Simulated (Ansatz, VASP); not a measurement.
Si in VASP and in Ansatz

```xyz
4
Lattice="3.8511 0.0000 0.0000 -1.9255 3.3351 0.0000 0.0000 0.0000 6.3647" Properties=species:S:1:pos:R:3 pbc="T T T"
Si    0.0000    2.2234    0.4305
Si    1.9255    1.1117    3.6129
Si    0.0000    2.2234    2.7518
Si    1.9255    1.1117    5.9341
```

Alike in both runs: task single point; functional PBE; k mesh 12 × 12 × 6; occupations gaussian, width 0.05 eV; no spin polarisation.

|  | VASP | Ansatz |
| --- | --- | --- |
| version | VASP 6.6.1 | Ansatz 0.2.0 |
| potentials or method | VASP PAW PBE potentials, release 64 (Si) | scalar-relativistic, plane waves, PAW |
| plane-wave cutoff (eV) | 520 | 420 |
| valence electrons in the cell | 16 | 16 |

VASP gave:

* gap on the k mesh at the Fermi level (eV): 0.35
* least direct gap on the mesh (eV): 0.92
* pressure (GPa): 0.0
* largest component of the traceless stress (GPa): 2.53
* rms of the force components (eV/Å): 0.481

**Question.** Which values does Ansatz return?

**Answer.** gap on the k mesh at the Fermi level (eV): 0.35; least direct gap on the mesh (eV): 0.91; pressure (GPa): 0.0; largest component of the traceless stress (GPa): 2.55; rms of the force components (eV/Å): 0.482.

Atom by atom the forces differ by 0.001 eV/Å (rms over components).
